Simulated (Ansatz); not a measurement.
GaSb in the zincblende structure, relaxed with r2SCAN in Ansatz 0.2.0: it is cubic, F-43m (No. 216); conventional cell a = 6.132 Å, 28.82 Å³ an atom. Ga has 4 Sb at 2.66 Å; Sb has 4 Ga at 2.66 Å. It was then strained (epitaxial in the xy plane), atoms relaxed again within the symmetry left. Unstrained, HSE06 gives 0.772 eV (Γ, 6×6×6 mesh), and the band edges keep their places in every row. The normal direction was relaxed to zero stress. Only one sign of strain is shown, since it lowers the symmetry, and equivalent edge states can then move with another slope on the other side. Stress is positive in compression. (Simulation; spin polarisation is off.)

Axes as in this cell:
```
CELL_PARAMETERS angstrom
0.00000 3.06588 3.06588
3.06588 0.00000 3.06588
3.06588 3.06588 0.00000
ATOMIC_POSITIONS crystal
Ga 0.00000 0.00000 0.00000
Sb 0.25000 0.25000 0.25000
```

| strain (%) | ε | ΔE_g, HSE06 (eV) | Δσ_xx, r2SCAN (GPa) |
| --- | --- | --- | --- |
| -3.0 | -0.0300 | +0.146 | +3.12 |
| -2.0 | -0.0200 | +0.104 | +2.00 |
| -1.18 | -0.0118 | +0.064 | +1.15 |
| -0.49 | -0.0049 | +0.029 | +0.47 |

Problem. Fit ΔE_g = a x + b x² to these rows by least squares, with x = ε.

Solution. The normal equations take Σx² = 1.463e-03, Σx³ = -3.676e-05, Σx⁴ = 9.900e-07, ΣxΔE = -7.357e-03 and Σx²ΔE = 1.826e-04, and give a = -5.87 eV, b = -33.5 eV; the largest residual is 0.001 eV.

Problem. Fit the change of σ_xx in the same way.

Solution. Δσ_xx = -93.0 x + (365) x² GPa. The slope, 93 GPa, is the biaxial modulus of the film.

Problem. Predict the withheld row at -2.5 % (x = -0.0250).

Solution. ΔE_g ≈ -5.87 × (-0.0250) + (-33.5) × (-0.0250)² = +0.126 eV, and Δσ_xx ≈ +2.55 GPa. The runs give +0.126 eV and +2.55 GPa, off by 0.000 eV and 0.00 GPa.

No spin-orbit coupling is included; it can move band edges with weight on the heavy atoms by tenths of an eV.
